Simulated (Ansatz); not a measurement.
Structure types of La compared at 0.16 GPa

Structure types of La are relaxed in primitive cells with their symmetry kept at 0.16 GPa, first on PAW files, then by LAPW. The enthalpy is E + pV at zero temperature, without zero-point motion. Only the types listed were tried, and differences under about 5 meV/atom are mesh noise. Not among the end structures: fcc, which may lie lower.

Level of theory: DFT with PBE, scalar-relativistic, in Ansatz 0.2.0; Fermi–Dirac smearing of 0.08 eV, no spin polarisation. LAPW: all electrons, basis error target 0.5 meV/atom; PAW: frozen-core files, cutoff 420 eV.

k meshes: bcc 13×13×13, hcp 12×12×7, simple hexagonal 12×12×11, omega 6×6×9, sc 11×11×11.

Spin–orbit coupling is left out, which matters for the heavy atoms.

Q: Which type is lowest in enthalpy, and by how much?

A: hcp, 5 meV/atom below omega. The whole table:

```csv
start type,ends as,"a, b, c (Å)",V (Å³/atom),"H − H(lowest), LAPW (meV/atom)","same, PAW"
bcc,"bcc, Im-3m","4.220, 4.220, 4.220",37.59,98.5,98.8
hcp,"hcp, P6_3/mmc","3.776, 3.776, 6.078",37.53,0.0,0.0
simple hexagonal,"simple hexagonal, P6/mmm","3.493, 3.493, 3.478",36.75,257.6,256.9
omega,"omega, P6/mmm","5.946, 5.946, 3.626",37.00,5.5,5.3
sc,"sc, Pm-3m","3.317, 3.317, 3.317",36.48,483.6,482.6
```

Q: Would omega gain on hcp at higher pressure?

A: Yes: dH/dp = V, and its volume is smaller by 0.53 Å³/atom. Held constant, that would close the gap after about 1.7 GPa more, a rough figure, since the volume difference changes with pressure.
